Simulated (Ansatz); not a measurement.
The calculation used DFT PBE, scalar-relativistic, plane waves, PAW in Ansatz 0.2.0. All cells share a 420 eV cutoff and Γ-centred k meshes spaced at most about 0.3 Å⁻¹ (about 0.25 or finer for metals, 2π included). No spin polarisation.

Temperature and zero-point effects are left out.

Two forms of Be₂Se were relaxed alike.

A.

```
Be Se
1.0
     3.40922    0.00000    0.00000
    -1.70461    2.95247    0.00000
     0.00000    0.00000    4.56641
Be Se
2 1
Direct
  0.33333 0.66667 0.68130
  0.66667 0.33333 0.39176
  0.33333 0.66667 0.17694
```

B.

```
Be Se
1.0
     3.46227    0.00000    0.00000
     0.00000    3.46227    0.00000
     0.00000    0.00000   11.31653
Be Se
6 3
Direct
  0.50000 0.00000 0.64272
  0.00000 0.00000 0.50000
  0.00000 0.50000 0.35728
  0.50000 0.50000 0.50000
  0.50000 0.00000 0.11897
  0.00000 0.50000 0.88103
  0.50000 0.50000 0.76105
  0.50000 0.50000 0.23895
  0.00000 0.00000 0.00000
```

Question: Which form is favoured at zero pressure, and by what margin per atom?

Answer: B is lower, by 269 meV/atom. A has space group P3m1 (No. 156), 15.3 Å³/atom and no gap on its mesh; B has space group P-4m2 (No. 115), 15.1 Å³/atom and no gap. Counting Se atoms around Be (those within 1.25 times the shortest such distance or 1.15 times the sum of covalent radii, 1.27 where that leaves under three; the shortest distance is added where it exceeds 1.18 times the sum of covalent radii; a slash parts the counts of unlike sites), A has Be 2/3 and B has Be 2/2 from 3.0 Å/4/8 from 3.8 Å. Origin: A, invented, then shaken at random and relaxed again; B, invented.

Cells relaxed within their symmetry can be saddle points.
